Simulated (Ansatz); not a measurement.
**Si: a line through a two-coordinate scan**

The task here is to estimate one member of a computed series from the others.

Program: Ansatz 0.2.0. Level of theory: DFT PBE, scalar-relativistic, plane waves, PAW. These are calculated values, not measurements.

8 further runs of the same task are left out: 8 set aside as unsound or not needed.

## Starting point

The structure is cubic, space group Fd-3m (No. 227). Conventional cell: a = 5.470 Å, b = 5.470 Å, c = 5.470 Å, α = 90.00°, β = 90.00°, γ = 90.00°. Si (site symmetry -43m) has 4 Si at 2.37 Å as nearest neighbours.

Structure file:

```
Si
1.0
     0.00000    2.73488    2.73488
     2.73488    0.00000    2.73488
     2.73488    2.73488    0.00000
Si
2
Direct
  0.50000 0.50000 0.50000
  0.75000 0.75000 0.75000
```

This cell was relaxed beforehand with the same method: volume 20.46 Å³/atom, gap on the mesh 0.62 eV.

## The scan

The energy is mapped over two homogeneous strains (x along [1 0 0], y along [0 1 0], z along [0 0 1] of the conventional cell).

- strain +e along x and -e along y: 9 values from −11.00 to 11.00 %
- strain +e along z and -e/2 along x and y: 9 values from −7.00 to 7.00 %

Nothing else is relaxed (symmetry fixes all fractional coordinates). Energies count from the relaxed crystal. Points are written as (first, second).

The first run:

The input, input.yaml:

```yaml
crystal:
  lattice:
    - [0.0, 2.8306020322, 2.5434395072]
    - [2.8306020322, 0.0, 2.5434395072]
    - [2.8306020322, 2.8306020322, 0.0]
  atoms:
    - { symbol: Si, position: [0.5, 0.5, 0.5] }
    - { symbol: Si, position: [0.75, 0.75, 0.75] }
basis:
  ecutwfc: 420
kpoints:
  mp_grid: { grid: [8, 8, 8] }
hamiltonian:
  xc: pbe
scf:
  occupations: { method: gaussian, width: 0.05 }
output:
  forces: true
  stress: true
  eigenvalues: true
  write_density: true
  write_potential: true
  elf: true
  volumetric_format: npy
```

Launch:

```
$ ansatz run input.yaml --threads 1 --pin off --max-ram 2048MiB --backend cpu --events-out ev --progress --plain --runs-dir out
```

Among the steps run: The run at (0.00 %, −7.00 %); Point (0.00 %, −5.25 %); The run at (0.00 %, −1.75 %); Point (0.00 %, 1.75 %); Grid point (0.00 %, 3.50 %); Point (0.00 %, 5.25 %); Point (0.00 %, 7.00 %).

One table of the session follows, with a row left open; its other results are not shown here.

```
strain +e along z and -e/2 along x and y (%)  energy (meV/atom)  slope (meV/atom per %)  pressure (GPa)  band gap on the k-mesh (eV)
                                       −7.00                 40                   −10.7          −0.045                         0.00
                                       −5.25                 23                    −8.5          −0.008                         0.00
                                       −3.50                 11                    −6.0           0.024                         0.10
                                       −1.75                2.8                    −3.1           0.028                         0.37
                                        0.00                  0                     0.0           0.028                         0.65
                                        1.75                  ?                       ?               ?                            ?
                                        3.50                 12                     6.8           0.036                         0.37
                                        5.25                 27                    10.5           0.050                         0.22
                                        7.00                 49                    14.3           0.066                         0.08
```

**Question.** Estimate the row for strain +e along z and -e/2 along x and y (%) = 1.75.

Worked estimate for «energy (meV/atom)». A straight line through the neighbours (0.00, 0) and (3.50, 12) gives 0 + (12 − 0) × (1.75 − 0.00) / (3.50 − 0.00) = 6.0; a parabola fitted to 4 rows on both sides gives 3.0.

The run gave: energy (meV/atom): 2.9; slope (meV/atom per %): 3.3; pressure (GPa): 0.029; band gap on the k-mesh (eV): 0.51. In «energy (meV/atom)» the line misses by +3.1 and the parabola by +0.1.

Energies count from the relaxed crystal. Rows without a step come from runs not printed here or follow by symmetry.

Along the line the energy is lowest at 0.00 %, 0 meV/atom from the zero. Divided by the reference volume, that is a stiffness of about 140 GPa for this pattern of strain. The gap on the mesh reads zero on part of the line; semilocal functionals close small gaps early. The gap on the mesh closes on part of the grid.
